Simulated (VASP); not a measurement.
## Sn: single point with PBEsol

The system is Sn.

```
CELL_PARAMETERS angstrom
5.17046 -2.26270 0.00000
5.17046 2.26270 0.00000
-1.63311 0.00000 4.88674
ATOMIC_POSITIONS crystal
Sn 0.50000 0.50000 0.00000
Sn 0.00000 0.00000 0.50000
Sn 0.24727 0.24727 0.24464
Sn 0.75273 0.75273 0.75536
```

This isn't the form of Sn at room conditions, which is tetragonal (white tin).

```json
{
 "Program": "VASP 6.6.1",
 "Task": "single point",
 "Functional": "PBEsol",
 "Potentials or basis": "VASP PAW PBE potentials, release 64 (Sn_d)",
 "Cutoff": "520 eV",
 "k mesh": "10 × 10 × 10",
 "Occupations": "gaussian, width 0.1 eV",
 "Spin": "no spin polarisation"
}
```

```yaml
Pressure: -3.0 GPa
Largest_force: 0.038 eV/Å
Band_gap_on_the_k_mesh: none (metal or under the smearing width)
```

Forces on the atoms (eV/Å):
```
Sn   0.000  0.000  0.000
Sn   0.000  0.000  0.000
Sn   0.027  0.000  0.027
Sn  -0.027  0.000 -0.027
```

Stress tensor (GPa, compression positive):
```
-1.59  0.00 -0.60
 0.00 -4.28  0.00
-0.60  0.00 -3.28
```

Levels at points of the mesh, in eV from the Fermi level:
| k point | band 24 | band 25 | band 26 | band 27 | band 28 | band 29 | band 30 | band 31 | band 32 | band 33 |
| --- | --- | --- | --- | --- | --- | --- | --- | --- | --- | --- |
| (0.00, 0.00, 0.00) | -4.98 | -3.58 | -1.51 | -1.51 | -0.95 | -0.95 | 0.25 | 0.25 | 2.10 | 2.80 |
| (0.50, 0.00, 0.00) | -5.78 | -2.07 | -1.96 | -1.26 | -1.18 | -0.36 | -0.27 | 2.30 | 2.40 | 3.00 |
| (0.50, 0.50, 0.00) | -4.39 | -3.81 | -2.72 | -0.64 | 2.59 | 2.94 | 2.96 | 3.08 | 3.28 | 3.53 |
| (0.00, 0.00, 0.50) | -4.93 | -1.80 | -1.79 | -0.34 | -0.33 | 1.19 | 1.25 | 1.65 | 1.66 | 1.74 |
| (0.50, 0.00, 0.50) | -5.84 | -4.54 | -4.11 | -1.31 | -1.31 | 0.76 | 0.76 | 3.56 | 4.94 | 5.00 |
| (0.50, 0.50, 0.50) | -6.76 | -1.01 | -0.86 | -0.72 | -0.57 | 1.42 | 1.44 | 2.98 | 3.11 | 3.33 |

Wall time 8.4 min on 1 thread of Intel(R) Xeon(R) 6975P-C (Granite Rapids), on a shared host, peak memory 0.8 GiB.

Caveat: the PAW data sets were made with another functional, which shifts forces and pressure a little.
